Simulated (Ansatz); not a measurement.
The system is MnO.

```
CELL_PARAMETERS angstrom
0.00000 2.22391 2.22391
2.22391 0.00000 2.22391
2.22391 2.22391 0.00000
ATOMIC_POSITIONS crystal
Mn 0.00000 0.00000 0.00000
O 0.50000 0.50000 0.50000
```

The cell is a database's computed one.

Program: Ansatz 0.2.0. Alike in all runs: spin collinear, ferromagnetic start; cell as given; k mesh 10 × 10 × 10; cutoff (eV) 324; basis error allowed 0.001 eV/atom.

Problem. Order these runs on this cell by their pressure, lowest first.
A. level revPBE; potentials or basis all-electron LAPW, scalar-relativistic; smearing fermi-dirac 0.05 eV
B. level PBEsol; potentials or basis all-electron LAPW, non-relativistic; smearing fermi-dirac 0.05 eV
C. level LDA; potentials or basis all-electron LAPW, scalar-relativistic; smearing gaussian 0.05 eV
D. level PBEsol+U; potentials or basis all-electron LAPW, scalar-relativistic; U Mn d U = 8 eV; smearing fermi-dirac 0.05 eV
E. level PBE; potentials or basis all-electron LAPW, scalar-relativistic; smearing gaussian 0.027 eV

Solution. C (-16.4 GPa), B (-6.5 GPa), E (0.2 GPa), A (4.2 GPa), D (7.4 GPa).

Caveats: a cell with one magnetic atom can't hold antiferromagnetic order, which such compounds often take; the magnetic state may not be the lowest (some runs); U is the effective U less J, on atomic orbitals that reach past the spheres (some runs); so large a pressure means that the cell lies far from this level's equilibrium, or that cutoff or potentials fall short (some runs).

Not every run made on this cell is shown here.
